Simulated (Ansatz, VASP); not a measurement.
# NaH in VASP and in Ansatz

```xyz
2
Lattice="0.0000 2.5010 2.3790 2.5010 0.0000 2.3790 2.5010 2.5010 0.0000" Properties=species:S:1:pos:R:3 pbc="T T T"
Na    0.0000    0.0000    0.0000
H     2.5010    2.5010    2.3790
```

Change from the starting cell: strain +0.025 along x and y, -0.025 along z, atoms carried along.

Alike in both runs: task single point; functional PBE; k mesh 8 × 8 × 8; occupations gaussian, width 0.05 eV; no spin polarisation.

|  | VASP | Ansatz |
| --- | --- | --- |
| version | VASP 6.6.1 | Ansatz 0.2.0 |
| potentials or method | VASP PAW PBE potentials, release 64 (Na_pv, H) | scalar-relativistic, plane waves, PAW |
| plane-wave cutoff (eV) | 520 | 420 |
| valence electrons in the cell | 8 | 10 |

```tsv
	VASP	Ansatz	Ansatz less VASP
gap on the k mesh at the Fermi level (eV)	3.65	3.65	+0.001
least direct gap on the mesh (eV)	4.51	4.51	+0.004
pressure (GPa)	-1.1	-1.0	+0.03
largest component of the traceless stress (GPa)	0.85	0.84	-0.009
```

The two sets of potentials don't hold the same shells in valence.

A k mesh can miss the band edges.
